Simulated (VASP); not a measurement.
# Ni in VASP: a series of runs

Runs on Ni. Level: LDA+U. Tasks: single point.

Program: VASP 6.6.1. These are calculated values, not measurements. Logs are shortened: lines on timing, memory, paths and dates and some standing lists are left out, and cuts for length are marked.

## 1. The sheet as given

The cell holds a sheet with vacuum, 1 atom: a = 2.259 Å, b = 2.259 Å, c = 23.800 Å, α = 90.00°, β = 90.00°, γ = 90.00°.

The cell was built by a generator and needn't be a form met in nature.

## 2. Single point, LDA+U, collinear spin, ferromagnetic start

Contents of INCAR:

```
PREC = Accurate
ENCUT = 520
EDIFF = 1E-6
ISMEAR = -1
SIGMA = 0.05
LREAL = False
LASPH = True
NELM = 100
ALGO = Normal
ISIF = 2
LWAVE = False
LCHARG = False
ISPIN = 2
MAGMOM = 1
LORBIT = 11
LMAXMIX = 4
LDAU = True
LDAUTYPE = 2
LDAUL = 2
LDAUU = 5
LDAUJ = 0
LDAUPRINT = 1
LDIPOL = True
IDIPOL = 3
DIPOL = 0.5 0.5 0.294
```

Contents of KPOINTS:

```
regular mesh
0
Gamma
  9 9 1
```

Contents of POSCAR:

```
Ni
1.0
    2.2591100000      0.0000000000      0.0000000000
    0.0000000000      2.2591100000      0.0000000000
    0.0000000000      0.0000000000     23.8000000000
Ni
1
Direct
    0.5000000000      0.5000000000      0.2941200000
```

Potentials or basis: VASP PAW LDA potentials, release 64 (Ni).

The run is started by

```
cat potpaw_LDA.64/Ni/POTCAR > POTCAR
mpirun -np 1 vasp_std > vasp.out
```

OUTCAR:

```text
PREC = Accurate
   ENCUT = 520
   EDIFF = 1E-6
   ISMEAR = -1
   LREAL = False
   LASPH = True
   NELM = 100
   ISIF = 2
   ISPIN = 2
   LORBIT = 11

 ion  position               nearest neighbor table
   1  0.500  0.500  0.294-

  LATTYP: Found a simple tetragonal cell.
 ALAT       =     2.2591100000
 C/A-ratio  =    10.5351222384

  Lattice vectors:

 A1 = (   2.2591100000,   0.0000000000,   0.0000000000)
 A2 = (   0.0000000000,   2.2591100000,   0.0000000000)
 A3 = (   0.0000000000,   0.0000000000,  23.8000000000)

Analysis of symmetry for initial positions (statically):
=====================================================================
 Subroutine PRICEL returns:
 Original cell was already a primitive cell.

 Routine SETGRP: Setting up the symmetry group for a
 simple tetragonal supercell.

 Subroutine GETGRP returns: Found 16 space group operations
 (whereof  8 operations were pure point group operations)
 out of a pool of 16 trial point group operations.

The static configuration has the point symmetry C_4v.
 The point group associated with its full space group is D_4h.

Analysis of symmetry for dynamics (positions and initial velocities):
=====================================================================
 Subroutine PRICEL returns:
 Original cell was already a primitive cell.

 Routine SETGRP: Setting up the symmetry group for a
 simple tetragonal supercell.

 Subroutine GETGRP returns: Found 16 space group operations
 (whereof  8 operations were pure point group operations)
 out of a pool of 16 trial point group operations.

The dynamic configuration has the point symmetry C_4v.
 The point group associated with its full space group is D_4h.

Analysis of structural, dynamic, and magnetic symmetry:
=====================================================================
 Subroutine PRICEL returns:
 Original cell was already a primitive cell.

 Routine SETGRP: Setting up the symmetry group for a
 simple tetragonal supercell.

 Subroutine GETGRP returns: Found 16 space group operations
 (whereof  8 operations were pure point group operations)
 out of a pool of 16 trial point group operations.

The overall configuration has the point symmetry C_4v.
 The point group associated with its full space group is D_4h.

 Subroutine INISYM returns: Found 16 space group operations
 (whereof  8 operations are pure point group operations),
 and found     1 'primitive' translations

----------------------------------------------------------------------------------------

                                     Primitive cell

  volume of cell :     121.4652

  direct lattice vectors                    reciprocal lattice vectors
     2.259110000  0.000000000  0.000000000     0.442652195  0.000000000  0.000000000
     0.000000000  2.259110000  0.000000000     0.000000000  0.442652195  0.000000000
     0.000000000  0.000000000 23.800000000     0.000000000  0.000000000  0.042016807

  length of vectors
     2.259110000  2.259110000 23.800000000     0.442652195  0.442652195  0.042016807

  position of ions in fractional coordinates (direct lattice)
     0.500000000  0.500000000  0.294120000

  ion indices of the primitive-cell ions
   primitive index   ion index
                 1           1

----------------------------------------------------------------------------------------

 KPOINTS: regular mesh

Automatic generation of k-mesh.
 Grid dimensions read from file:
 generate k-points for:    9    9    1

 Generating k-lattice:

  Cartesian coordinates                     Fractional coordinates (reciprocal lattice)
     0.049183577  0.000000000  0.000000000     0.111111111  0.000000000  0.000000000
     0.000000000  0.049183577  0.000000000     0.000000000  0.111111111  0.000000000
     0.000000000  0.000000000  0.042016807     0.000000000  0.000000000  1.000000000

  Length of vectors
     0.049183577  0.049183577  0.042016807

  Shift w.r.t. Gamma in fractional coordinates (k-lattice)
[... 76 lines left out ...]
   LRPA    =     F    only Hartree local field effects (RPA)
 spin polarized calculation
  energy-cutoff  :      520.00
  volume of cell :      121.47
 maximum number of plane-waves:      3306
 NGX is ok and might be reduce to    18
   NGX =  9   NGY =  9   NGZ = 89

 number of electron      10.0000000 magnetization       1.0000000

 dipolmoment           0.000000      0.000000      0.000002 electrons x Angstroem

atom =   1  type =  1  l = 2

 onsite density matrix

spin component  1

  0.9531 -0.0000  0.0000 -0.0000  0.0000
 -0.0000  0.9540 -0.0000  0.0000  0.0000
  0.0000 -0.0000  0.9620 -0.0000 -0.0000
 -0.0000  0.0000 -0.0000  0.9540  0.0000
  0.0000  0.0000 -0.0000  0.0000  0.9464

spin component  2

  0.2956  0.0000  0.0000  0.0000 -0.0000
  0.0000  0.8084  0.0000  0.0000 -0.0000
  0.0000  0.0000  0.9580 -0.0000  0.0000
  0.0000  0.0000 -0.0000  0.8084 -0.0000
 -0.0000 -0.0000  0.0000 -0.0000  0.8883

 occupancies and eigenvectors

  o =  0.2956  v =  0.0000  0.0000  0.0000  0.0000  0.0000  1.0000  0.0000  0.0000  0.0000  0.0000      0.0000  0.0000  0.0000  0.0000  0.0000  0.0000  0.0000  0.0000  0.0000  0.0000
  o =  0.8084  v =  0.0000  0.0000  0.0000  0.0000  0.0000  0.0000  0.0418  0.0000 -0.9991 -0.0000      0.0000  0.0000  0.0000  0.0000  0.0000  0.0000  0.0000  0.0000  0.0000  0.0000
  o =  0.8084  v =  0.0000  0.0000  0.0000  0.0000  0.0000  0.0000  0.9991  0.0000  0.0418 -0.0000      0.0000  0.0000  0.0000  0.0000  0.0000  0.0000  0.0000  0.0000  0.0000  0.0000
  o =  0.8883  v =  0.0000  0.0000  0.0000  0.0000  0.0000  0.0000  0.0000  0.0000  0.0000  1.0000      0.0000  0.0000  0.0000  0.0000  0.0000  0.0000  0.0000  0.0000  0.0000  0.0000
  o =  0.9464  v =  0.0000  0.0000  0.0000  0.0000  1.0000  0.0000  0.0000  0.0000  0.0000  0.0000      0.0000  0.0000  0.0000  0.0000  0.0000  0.0000  0.0000  0.0000  0.0000  0.0000
  o =  0.9531  v =  1.0000  0.0000  0.0000  0.0000  0.0000  0.0000  0.0000  0.0000  0.0000  0.0000      0.0000  0.0000  0.0000  0.0000  0.0000  0.0000  0.0000  0.0000  0.0000  0.0000
  o =  0.9540  v =  0.0000 -0.0937 -0.0000 -0.9956  0.0000  0.0000  0.0000  0.0000  0.0000  0.0000      0.0000  0.0000  0.0000  0.0000  0.0000  0.0000  0.0000  0.0000  0.0000  0.0000
  o =  0.9540  v =  0.0000 -0.9956 -0.0000  0.0937  0.0000  0.0000  0.0000  0.0000  0.0000  0.0000      0.0000  0.0000  0.0000  0.0000  0.0000  0.0000  0.0000  0.0000  0.0000  0.0000
  o =  0.9580  v =  0.0000  0.0000  0.0000  0.0000  0.0000  0.0000  0.0000 -1.0000 -0.0000  0.0000      0.0000  0.0000  0.0000  0.0000  0.0000  0.0000  0.0000  0.0000  0.0000  0.0000
  o =  0.9620  v =  0.0000  0.0000 -1.0000  0.0000  0.0000  0.0000  0.0000  0.0000  0.0000  0.0000      0.0000  0.0000  0.0000  0.0000  0.0000  0.0000  0.0000  0.0000  0.0000  0.0000

 number of electron       9.9999987 magnetization       0.9127284

 dipolmoment           0.000000      0.000000     -0.000000 electrons x Angstroem

 Free energy of the ion-electron system (eV)
  ---------------------------------------------------
  ext. energy  EPLUGINS =         0.00000000
  ---------------------------------------------------
  free energy    TOTEN  =        -1.98614406 eV

  energy without entropy =       -1.97628156  energy(sigma->0) =       -1.98121281

 E-fermi :  -4.6281     XC(G=0):  -1.9605

 val. band max:       -4.6574411451   @ k =   0.4444   0.1111   0.0000
 cond. band min:      -4.5718518635   @ k =   0.0000   0.0000   0.0000
 fundamental gap:      0.0855892816
 Fermi energy:        -4.6281347840

 spin component 1

 k-point     1 :       0.0000    0.0000    0.0000
  band No.  band energies     occupation
      1     -10.1282      1.00000
      2      -9.7402      1.00000
      3      -7.0101      1.00000
      4      -6.7984      1.00000
      5      -6.1892      1.00000
      6      -6.1892      1.00000
      7      -3.0935      0.00000
      8       0.9484      0.00000
      9       1.4461      0.00000
     10       1.4667      0.00000
[... 170 lines left out ...]
 k-point    15 :       0.4444    0.4444    0.0000
  band No.  band energies     occupation
      1     -10.3032      1.00000
      2      -7.7000      1.00000
      3      -7.6592      1.00000
      4      -5.9977      1.00000
      5      -5.5268      1.00000
      6       2.9872      0.00000
      7       4.8343      0.00000
      8       8.8458      0.00000
      9       9.0671      0.00000
     10      11.0131      0.00000
 Fermi energy:        -4.6281347840

 spin component 2

 k-point     1 :       0.0000    0.0000    0.0000
  band No.  band energies     occupation
      1      -9.9229      1.00000
      2      -8.7884      1.00000
      3      -6.5680      1.00000
      4      -4.5719      0.24496
      5      -4.5719      0.24496
      6      -3.1776      0.00000
      7      -1.8528      0.00000
      8       0.9544      0.00000
      9       1.4502      0.00000
     10       1.4622      0.00000
[... 170 lines left out ...]
 k-point    15 :       0.4444    0.4444    0.0000
  band No.  band energies     occupation
      1      -6.2237      1.00000
      2      -6.1726      1.00000
      3      -6.1522      1.00000
      4      -5.2922      1.00000
      5      -4.4176      0.01461
      6       3.3252      0.00000
      7       4.9712      0.00000
      8       9.1368      0.00000
      9      10.4539      0.00000
     10      11.4432      0.00000

------------------------ aborting loop because EDIFF is reached ----------------------------------------

 vacuum level on the upper side and lower side of the slab       (xc-potential included)        -0.067        -0.066

  FORCE on cell =-STRESS in cart. coord.  units (eV):
  Direction    XX          YY          ZZ          XY          YZ          ZX
  --------------------------------------------------------------------------------------
  -------------------------------------------------------------------------------------
  Total       -1.1444382     -1.1444382     -0.0005276      0.0000000     -0.0000000      0.0000000
  in kB      -15.0956291    -15.0956291     -0.0069586      0.0000000     -0.0000000      0.0000000
  external PRESSURE =     -10.0660723 kB  Pullay stress =       0.0000000 kB

 VOLUME and BASIS-vectors are now :
 -----------------------------------------------------------------------------
  energy-cutoff  :      520.00
  volume of cell :      121.47
      direct lattice vectors                 reciprocal lattice vectors
     2.259110000  0.000000000  0.000000000     0.442652195  0.000000000  0.000000000
     0.000000000  2.259110000  0.000000000     0.000000000  0.442652195  0.000000000
     0.000000000  0.000000000 23.800000000     0.000000000  0.000000000  0.042016807

 POSITION                                       TOTAL-FORCE (eV/Angst)
 -----------------------------------------------------------------------------------
      1.12956      1.12956      7.00006         0.000000      0.000000     -0.000000
 -----------------------------------------------------------------------------------
    total drift:                                0.000000      0.000000      0.000037

  FREE ENERGIE OF THE ION-ELECTRON SYSTEM (eV)
  ---------------------------------------------------
  free  energy   TOTEN  =        -1.9861440600 eV

  energy  without entropy=       -1.9762815603  energy(sigma->0) =       -1.98121281

 vacuum level on the upper side and lower side of the slab         1.210         1.210

 total charge

# of ion       s       p       d       tot
------------------------------------------
    1        0.519   0.275   8.501   9.295

 magnetization (x)

# of ion       s       p       d       tot
------------------------------------------
    1       -0.010  -0.032   1.012   0.970
```

Run time: 58 s. Hardware: 1 thread of Intel Xeon Platinum 8488C (Sapphire Rapids), shared host; peak memory 0.21 GiB.

What came out:

```yaml
Free_energy: -1.9861 eV
Band_gap_on_the_k_mesh: none (metal or under the smearing width)
Net_moment: 0.91 μB per cell
Site_moments: Ni +0.97 μB
Valence_electrons_inside_the_program's_atomic_spheres: Ni 9.29
```

Eigenvalues of the final occupation matrices:
```csv
site,spin,trace,eigenvalues
site 1 d,1,4.77,0.95 0.95 0.95 0.95 0.96
site 1 d,2,3.76,0.30 0.81 0.81 0.89 0.96
```

Caveat: the U is typed as a test and isn't derived for this compound. The state reached can hang on the start; a lower one may exist.

## 3. Single point, LDA+U, collinear spin, ferromagnetic start

INCAR, as its differences from that of step 2:

```diff
@@ -19,3 +19,3 @@
 LDAUL = 2
-LDAUU = 5
+LDAUU = 6
 LDAUJ = 0
```

KPOINTS is that of step 2.

POSCAR is that of step 2.

Potentials or basis: VASP PAW LDA potentials, release 64 (Ni).

The run is started by

```
cat potpaw_LDA.64/Ni/POTCAR > POTCAR
mpirun -np 1 vasp_std > vasp.out
```

Wall time 93 s (1 thread of Intel Xeon Platinum 8488C (Sapphire Rapids), shared host); peak memory 0.21 GiB.

It converged, with:

```
Free energy                                           : -1.6558 eV
Band gap on the k mesh                                : none (metal or under the smearing width)
Net moment                                            : 0.91 μB per cell
Site moments                                          : Ni +0.92 μB
Valence electrons inside the program's atomic spheres : Ni 9.37
```

Levels at points of the mesh, in eV from the Fermi level:
Spin up:
| k point | band 4 | band 5 | band 6 | band 7 | band 8 | band 9 |
| --- | --- | --- | --- | --- | --- | --- |
| (0.00, 0.00, 0.00) | -2.36 | -1.42 | -1.42 | 1.49 | 5.48 | 5.96 |
Spin down:
| k point | band 3 | band 4 | band 5 | band 6 | band 7 | band 8 |
| --- | --- | --- | --- | --- | --- | --- |
| (0.00, 0.00, 0.00) | -1.93 | -0.75 | -0.75 | 1.46 | 4.76 | 5.50 |

Eigenvalues of the final occupation matrices:
| site | spin | trace | eigenvalues |
| --- | --- | --- | --- |
| site 1 d | 1 | 4.78 | 0.95 0.95 0.95 0.96 0.96 |
| site 1 d | 2 | 3.84 | 0.03 0.95 0.95 0.95 0.96 |

Caveat: the U is typed as a test and isn't derived for this compound.

## 4. Single point, LDA+U, collinear spin, ferromagnetic start

INCAR, as its differences from that of step 3:

```diff
@@ -19,3 +19,3 @@
 LDAUL = 2
-LDAUU = 6
+LDAUU = 8
 LDAUJ = 0
```

KPOINTS is that of step 3.

POSCAR is that of step 3.

The run is started by

```
cat potpaw_LDA.64/Ni/POTCAR > POTCAR
mpirun -np 1 vasp_std > vasp.out
```

Wall time 60 s (1 thread of Intel Xeon Platinum 8488C (Sapphire Rapids), shared host); peak memory 0.21 GiB.

It converged, with:

```
Free energy                                           : -1.2848 eV
Band gap on the k mesh                                : none (metal or under the smearing width)
Net moment                                            : 0.91 μB per cell
Site moments                                          : Ni +0.92 μB
Valence electrons inside the program's atomic spheres : Ni 9.44
```

Levels at points of the mesh, in eV from the Fermi level:
Spin up:
| k point | band 2 | band 3 | band 4 | band 5 | band 6 | band 7 | band 8 | band 9 | band 10 |
| --- | --- | --- | --- | --- | --- | --- | --- | --- | --- |
| (0.00, 0.00, 0.00) | -6.20 | -3.75 | -3.05 | -2.41 | -2.41 | 1.27 | 5.14 | 5.62 | 5.64 |
Spin down:
```tsv
k point	band 3	band 4	band 5	band 6	band 7	band 8
(0.00, 0.00, 0.00)	-2.68	-1.75	-1.75	1.23	5.16	5.62
```

Eigenvalues of the final occupation matrices:
| site | spin | trace | eigenvalues |
| --- | --- | --- | --- |
| site 1 d | 1 | 4.83 | 0.96 0.96 0.96 0.97 0.97 |
| site 1 d | 2 | 3.87 | 0.02 0.96 0.96 0.96 0.97 |

Caveat: the U is typed as a test and isn't derived for this compound.

## 5. For comparison

An earlier run on the cell as given: functional PBE; potentials or basis VASP PAW PBE potentials, release 64 (Ni); cutoff 520 eV; k mesh 12 × 12 × 1; occupations fermi-dirac, width 0.05 eV; collinear spin, ferromagnetic start; starting moments [1.0] μB.

* Band gap on the k mesh: none (metal or under the smearing width)
* Net moment: 0.86 μB per cell
* Site moments: Ni +0.88 μB
* Valence electrons inside the program's atomic spheres: Ni 9.16

## 6. Summary

```csv
level,potentials or basis,U,k mesh,gap on the mesh (eV),moment (μB)
LDA+U,"VASP PAW LDA potentials, release 64 (Ni)",Ni d U = 5 eV,9 × 9 × 1,none,0.91
LDA+U,"VASP PAW LDA potentials, release 64 (Ni)",Ni d U = 6 eV,9 × 9 × 1,none,0.91
LDA+U,"VASP PAW LDA potentials, release 64 (Ni)",Ni d U = 8 eV,9 × 9 × 1,none,0.91
PBE,"VASP PAW PBE potentials, release 64 (Ni)",-,12 × 12 × 1,none,0.86
```

Alike in all rows: task single point; spin collinear, ferromagnetic start; cell as given; cutoff (eV) 520; smearing fermi-dirac 0.05 eV.

Caveats: the U is typed as a test and isn't derived for this compound (some runs).

Absolute energies hang on the potentials; compare differences alone.
